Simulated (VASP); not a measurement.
Input of a VASP 6.6.1 run:

INCAR

```
SYSTEM = CdS
PREC     = Accurate       ! precision mode
ENCUT    = 520            ! plane-wave cutoff, eV
EDIFF    = 1E-6           ! SCF threshold, eV
ISMEAR   = 0              ! smearing method
SIGMA    = 0.02           ! smearing width, eV
LREAL    = .FALSE.        ! projectors in reciprocal space
LASPH    = .TRUE.         ! aspherical terms in the spheres
NELM     = 80             ! most SCF steps
ALGO     = Normal         ! electronic algorithm
ISIF     = 2              ! what is computed and relaxed
LWAVE    = .FALSE.        ! write WAVECAR
LCHARG   = .TRUE.         ! write CHGCAR
GGA      = PE             ! functional
IVDW     = 12             ! dispersion correction
LELF     = .TRUE.         ! ELF
LVHAR    = .TRUE.       
NBANDS   = 16             ! bands
```

File KPOINTS:

```
regular mesh
0
G
  8 8 8
  0 0 0
```

The input POSCAR:

```
CdS
1.0
    0.0000000000      2.9264580634      2.9264580634
    2.9264580634      0.0000000000      2.9264580634
    2.9264580634      2.9264580634      0.0000000000
Cd S
1 1
Direct
    0.0000000000      0.0000000000      0.0000000000
    0.2500000000      0.2500000000      0.2500000000
```

Potentials or basis: VASP PAW PBE potentials, release 64 (Cd, S).

Launch:

```sh
$ cat potpaw_PBE.64/Cd/POTCAR potpaw_PBE.64/S/POTCAR > POTCAR
$ mpirun -np 1 vasp_std > vasp.out
```

Task: What does it give for the band gap on the k mesh?

Result: 1.13 eV, direct.

Task: Estimate the dispersion energy per atom.

Result: -0.303 eV.

Task: Predict the pressure.

Result: 0.3 GPa.
